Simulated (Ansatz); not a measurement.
A strain series on AlN (zincblende): biaxial in x and y, z held

AlN (zincblende), relaxed with r2SCAN in Ansatz 0.2.0, then strained (biaxial in x and y, z held; changes of length per length, axes as in the cell below) with the atoms relaxed again within the symmetry that is left. It is cubic, F-43m (No. 216); conventional cell a = 4.370 Å, 10.43 Å³ an atom. Al is surrounded by 4 N at 1.89 Å; N is surrounded by 4 Al at 1.89 Å. (Simulation; spin polarisation is off.)

```xyz
2
Lattice="0.0000 2.1849 2.1849 2.1849 0.0000 2.1849 2.1849 2.1849 0.0000" Properties=species:S:1:pos:R:3 pbc="T T T"
Al    0.0000    0.0000    0.0000
N     1.0924    1.0924    1.0924
```

Gaps are the least over each mesh (PBE 10×10×10, r2SCAN 10×10×10, HSE06 8×8×8 when unstrained) and the special points, which keep their unstrained names; stress is the change from the unstrained cell, compression positive.

```
strain (%)  gap, PBE (eV)  gap, r2SCAN (eV)  gap, HSE06 (eV)  edges, HSE06  in-plane stress, r2SCAN (GPa)  energy rise, r2SCAN (meV/atom)
     -2.28          3.277             3.904            4.525         Γ → X                         +11.73                            16.6
     -2.22          3.279             3.906            4.527         Γ → X                         +11.39                            15.8
     -2.04          3.285             3.910            4.529         Γ → X                         +10.39                            13.3
     -1.64          3.293             3.917            4.534         Γ → X                          +8.22                             8.5
       0.0          3.325             3.941            4.552         Γ → X                           0.00                             0.0
```

Question: Estimate the row for a strain of +3.9 %.

Answer:
```
strain (%)  gap, PBE (eV)  gap, r2SCAN (eV)  gap, HSE06 (eV)  edges, HSE06  in-plane stress, r2SCAN (GPa)  energy rise, r2SCAN (meV/atom)
      +3.9          3.090             3.677            4.275         Γ → X                         -15.73                            43.1
```

Between zero and the nearest strains the slope of the HSE06 gap against strain is +0.011 eV per percent for negative and -0.071 for positive strain; it falls either way, as happens when edge states split or other valleys take over.

The meshes of the hybrids are coarse, so their gaps aren't converged to the digits shown.
